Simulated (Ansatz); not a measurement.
**InSb: tests of the settings**

The task, for InSb: see how the occupation rule and width moves the results.

Method: DFT PBE, scalar-relativistic, plane waves, PAW, in Ansatz 0.2.0.

1 further run of the same task is left out (set aside as unsound or not needed).

## 1. The system as given

Symmetry: Cmcm, No. 63, orthorhombic system. Conventional cell: a = 6.127 Å, b = 6.163 Å, c = 6.127 Å, α = 90.00°, β = 90.00°, γ = 90.00°. In (site symmetry m2m) has 6 Sb at 3.06 to 3.09 Å as nearest neighbours. Around Sb (site symmetry m2m) lie 6 In at 3.06 to 3.09 Å.

Coordinates:

```
CELL_PARAMETERS angstrom
3.06331 -3.08137 0.00000
3.06331 3.08137 0.00000
0.00000 0.00000 6.12689
ATOMIC_POSITIONS crystal
In 0.27941 0.72059 0.25000
In 0.72059 0.27941 0.75000
Sb 0.77721 0.22279 0.25000
Sb 0.22279 0.77721 0.75000
```

The structure comes from the Materials Project (structure only); it is used as listed.

## 2. The base run, which the others are set against

Input file input.yaml:

```yaml
crystal:
  lattice:
    - [3.063314, -3.081373, 0.0]
    - [3.063314, 3.081373, 0.0]
    - [0.0, 0.0, 6.126894]
  atoms:
    - { symbol: In, position: [0.279411, 0.720589, 0.25] }
    - { symbol: In, position: [0.720589, 0.279411, 0.75] }
    - { symbol: Sb, position: [0.777205, 0.222795, 0.25] }
    - { symbol: Sb, position: [0.222795, 0.777205, 0.75] }
basis:
  ecutwfc: 420
kpoints:
  mp_grid: { grid: [10, 10, 8] }
hamiltonian:
  xc: pbe
scf:
  occupations: { method: gaussian, width: 0.1 }
output:
  forces: true
  stress: true
  eigenvalues: true
  populations: true
```

It was run beforehand and gave: -6041.1462 eV/atom at zero smearing, pressure 0.09 GPa, largest force 0.011 eV/Å, no gap on the mesh, in 7 SCF cycles and 37 s.

## 3. Occupation rule and width set to Gaussian 0.02 eV

Input file input.yaml:

```yaml
crystal:
  lattice:
    - [3.063314, -3.081373, 0.0]
    - [3.063314, 3.081373, 0.0]
    - [0.0, 0.0, 6.126894]
  atoms:
    - { symbol: In, position: [0.279411, 0.720589, 0.25] }
    - { symbol: In, position: [0.720589, 0.279411, 0.75] }
    - { symbol: Sb, position: [0.777205, 0.222795, 0.25] }
    - { symbol: Sb, position: [0.222795, 0.777205, 0.75] }
basis:
  ecutwfc: 420
kpoints:
  mp_grid: { grid: [10, 10, 8] }
hamiltonian:
  xc: pbe
scf:
  occupations: { method: gaussian, width: 0.02 }
output:
  forces: true
  stress: true
  eigenvalues: true
```

The run is started by

```console
ansatz run input.yaml --threads 1 --pin off --max-ram 2560MiB --backend cpu --events-out ev --progress --plain --runs-dir out
```

## 4. Occupation rule and width set to Fermi–Dirac 0.01 eV

input.yaml: that of step 3 with these lines changed.

```diff
@@ -17,3 +17,3 @@
 scf:
-  occupations: { method: gaussian, width: 0.02 }
+  occupations: { method: fermi_dirac, width: 0.01 }
 output:
```

## 5. Occupation rule and width: Fermi–Dirac 0.2 eV

input.yaml: that of step 4 with these lines changed.

```diff
@@ -17,3 +17,3 @@
 scf:
-  occupations: { method: fermi_dirac, width: 0.01 }
+  occupations: { method: fermi_dirac, width: 0.2 }
 output:
```

## 6. Occupation rule and width: Methfessel–Paxton 0.01 eV

input.yaml: that of step 5 with these lines changed.

```diff
@@ -17,3 +17,3 @@
 scf:
-  occupations: { method: fermi_dirac, width: 0.2 }
+  occupations: { method: methfessel_paxton, width: 0.01 }
 output:
```

## 7. Occupation rule and width set to Methfessel–Paxton 0.1 eV

input.yaml: that of step 6 with these lines changed.

```diff
@@ -17,3 +17,3 @@
 scf:
-  occupations: { method: methfessel_paxton, width: 0.01 }
+  occupations: { method: methfessel_paxton, width: 0.1 }
 output:
```

## 8. Occupation rule and width set to Methfessel–Paxton 0.2 eV

input.yaml: that of step 7 with these lines changed.

```diff
@@ -17,3 +17,3 @@
 scf:
-  occupations: { method: methfessel_paxton, width: 0.1 }
+  occupations: { method: methfessel_paxton, width: 0.2 }
 output:
```

## 9. Occupation rule and width set to Methfessel–Paxton 0.3 eV

input.yaml: that of step 8 with these lines changed.

```diff
@@ -17,3 +17,3 @@
 scf:
-  occupations: { method: methfessel_paxton, width: 0.2 }
+  occupations: { method: methfessel_paxton, width: 0.3 }
 output:
```

## 10. Occupation rule and width: Methfessel–Paxton 0.5 eV

input.yaml: that of step 9 with these lines changed.

```diff
@@ -17,3 +17,3 @@
 scf:
-  occupations: { method: methfessel_paxton, width: 0.3 }
+  occupations: { method: methfessel_paxton, width: 0.5 }
 output:
```

## 11. Occupation rule and width set to cold 0.01 eV

input.yaml: that of step 10 with these lines changed.

```diff
@@ -17,3 +17,3 @@
 scf:
-  occupations: { method: methfessel_paxton, width: 0.5 }
+  occupations: { method: cold, width: 0.01 }
 output:
```

## 12. Occupation rule and width: cold 0.1 eV

input.yaml: that of step 11 with these lines changed.

```diff
@@ -17,3 +17,3 @@
 scf:
-  occupations: { method: cold, width: 0.01 }
+  occupations: { method: cold, width: 0.1 }
 output:
```

## 13. Occupation rule and width: cold 0.5 eV

input.yaml: that of step 12 with these lines changed.

```diff
@@ -17,3 +17,3 @@
 scf:
-  occupations: { method: cold, width: 0.1 }
+  occupations: { method: cold, width: 0.5 }
 output:
```

## 14. Occupation rule and width: tetrahedron

input.yaml: that of step 13 with these lines changed.

```diff
@@ -17,3 +17,3 @@
 scf:
-  occupations: { method: cold, width: 0.5 }
+  occupations: { method: tetrahedron }
 output:
```

(Steps that only read results are left out.)

Q: Predict the outcome of the series: the values and the trend.

The runs gave:

```
                                       quantity                              value
largest energy shift, occupation rule and width  -2.80 meV/atom at Fermi–Dirac 0.2
```

What this shows: Smearing shifts the free energy by as much as 39.3 meV/atom (Fermi–Dirac 0.2); extrapolating to zero width leaves 2.80 at most. For the widths that shift F most, the extrapolation takes out most of the shift. In a metal, forces and stress under tetrahedra need not match the slope of their energy. The runs treat Sb without spin-orbit coupling.
